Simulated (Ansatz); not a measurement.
**NbN under pressure**

All numbers below come from Ansatz, DFT PBEsol, scalar-relativistic, plane waves, PAW. Cutoff 420 eV, 16×16×16 k-points (Γ-centred), Fermi-Dirac smearing of 0.15 eV. No spin polarisation. Phonons by linear response, acoustic sum rule imposed.

Equilibrium structure at this level:
```cif
data_structure
_symmetry_space_group_name_H-M 'Fm-3m'
_symmetry_Int_Tables_number 225
_cell_length_a 4.3818
_cell_length_b 4.3818
_cell_length_c 4.3818
_cell_angle_alpha 90.000
_cell_angle_beta 90.000
_cell_angle_gamma 90.000
_cell_volume 84.13
loop_
_atom_site_label
_atom_site_type_symbol
_atom_site_symmetry_multiplicity
_atom_site_Wyckoff_symbol
_atom_site_fract_x
_atom_site_fract_y
_atom_site_fract_z
_atom_site_occupancy
Nb1 Nb 4 b 0.50000 0.00000 0.00000 1
N1 N 4 a 0.00000 0.00000 0.00000 1
```

In a metal, frequencies and elastic constants depend on the k mesh and the smearing, soft modes and shear constants most.

Optical modes at Γ (cm⁻¹) at zero pressure: 406.

Under hydrostatic pressure the same modes lie at 502 cm⁻¹. What is the pressure, and how much has the cell shrunk?

Answers

30 GPa; the volume is 7.4 % smaller.

Cost: 2 runs of about 0.75 core-minutes in all, on AMD EPYC 7R43 (Zen 3), Intel Xeon 6975P-C (Granite Rapids) (shared hosts).